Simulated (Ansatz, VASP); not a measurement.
**HfN in VASP and in Ansatz**

```
Hf N
1.0
     0.00000    2.32679    2.27381
     2.27381    0.00000    2.27381
     2.27381    2.32679    0.00000
Hf N
1 1
Direct
  0.00167 0.99833 0.00167
  0.47867 0.52133 0.47867
```

Change from the starting cell: mode 5 frozen in at -0.097 Å, normal strain along y +0.0233.

Alike in both runs: task single point; functional PBE; k mesh 16 × 16 × 16; occupations gaussian, width 0.15 eV; no spin polarisation.

```csv
,VASP,Ansatz
version,VASP 6.6.1,Ansatz 0.2.0
potentials or method,"VASP PAW PBE potentials, release 64 (Hf_pv, N)","scalar-relativistic, plane waves, PAW"
plane-wave cutoff (eV),520,520
valence electrons in the cell,15,31
```

|  | VASP | Ansatz | Ansatz less VASP |
| --- | --- | --- | --- |
| gap on the k mesh at the Fermi level (eV) | none | none | - |
| pressure (GPa) | -6.5 | -4.3 | +2.22 |
| largest component of the traceless stress (GPa) | 3.73 | 3.76 | +0.038 |
| rms of the force components (eV/Å) | 0.509 | 0.509 | +0.0005 |

Atom by atom the forces differ by 0.001 eV/Å (rms over components). A gap of «none» marks a metal or a gap that the smearing closes. The two sets of potentials don't hold the same shells in valence.

The runs have no spin-orbit coupling, so splittings on Hf are missing.
